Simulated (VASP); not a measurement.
Write the native input for VASP 6.6.1 that does the following.

```
Task                   : band structure
Functional             : LAK
Potentials or basis    : VASP PAW PBE potentials, release 64 (Cd, O)
Cutoff                 : 520 eV
k mesh                 : 10 × 10 × 10
Occupations            : fermi-dirac, width 0.05 eV
Spin                   : no spin polarisation
Further INCAR settings : ALGO = Normal; EDIFF = 1e-06
```

The structure of CdO (Monteponite) lies in POSCAR:

```
CdO
1.0
    0.0000000000      2.3495000000      2.3495000000
    2.3495000000      0.0000000000      2.3495000000
    2.3495000000      2.3495000000      0.0000000000
Cd O
1 1
Direct
    0.0000000000      0.0000000000      0.0000000000
    0.5000000000      0.5000000000      0.5000000000
```

The input as run:

INCAR

```
SYSTEM = CdO
PREC = Accurate
ENCUT = 520
EDIFF = 1E-6
ISMEAR = -1
SIGMA = 0.05
LREAL = .False.
LASPH = .True.
NELM = 100
ALGO = Normal
ISIF = 2
LWAVE = .False.
LCHARG = .False.
METAGGA = LAK
LMIXTAU = .True.
```

KPOINTS

```
regular mesh
0
Gamma
  10 10 10
  0 0 0
```

KPOINTS_OPT

```
path GXWKGLUWLK,UX
15
line-mode
reciprocal
 0.0000000000  0.0000000000  0.0000000000  G
 0.5000000000  0.0000000000  0.5000000000  X

 0.5000000000  0.0000000000  0.5000000000  X
 0.5000000000  0.2500000000  0.7500000000  W

 0.5000000000  0.2500000000  0.7500000000  W
 0.3750000000  0.3750000000  0.7500000000  K

 0.3750000000  0.3750000000  0.7500000000  K
 0.0000000000  0.0000000000  0.0000000000  G

 0.0000000000  0.0000000000  0.0000000000  G
 0.5000000000  0.5000000000  0.5000000000  L

 0.5000000000  0.5000000000  0.5000000000  L
 0.6250000000  0.2500000000  0.6250000000  U

 0.6250000000  0.2500000000  0.6250000000  U
 0.5000000000  0.2500000000  0.7500000000  W

 0.5000000000  0.2500000000  0.7500000000  W
 0.5000000000  0.5000000000  0.5000000000  L

 0.5000000000  0.5000000000  0.5000000000  L
 0.3750000000  0.3750000000  0.7500000000  K

 0.6250000000  0.2500000000  0.6250000000  U
 0.5000000000  0.0000000000  0.5000000000  X
```

Potentials or basis: VASP PAW PBE potentials, release 64 (Cd, O).

Command:

```sh
$ cat potpaw_PBE.64/Cd/POTCAR potpaw_PBE.64/O/POTCAR > POTCAR
$ mpirun -np 1 vasp_std > vasp.out
```

Results of the run:

```json
{"Pressure": "9.1 GPa", "Band gap on the k mesh": "0.37 eV, indirect (least direct gap 1.69 eV)", "Band gap along the path": "0.37 eV, indirect (least direct gap 1.69 eV)"}
```

Caveat: the PAW data sets were made with another functional, which shifts forces and pressure a little.

Run time: 3.9 min on 1 thread of Intel(R) Xeon(R) Platinum 8375C CPU @ 2.90GHz (Ice Lake), with other jobs on the host, peak memory 0.18 GiB.
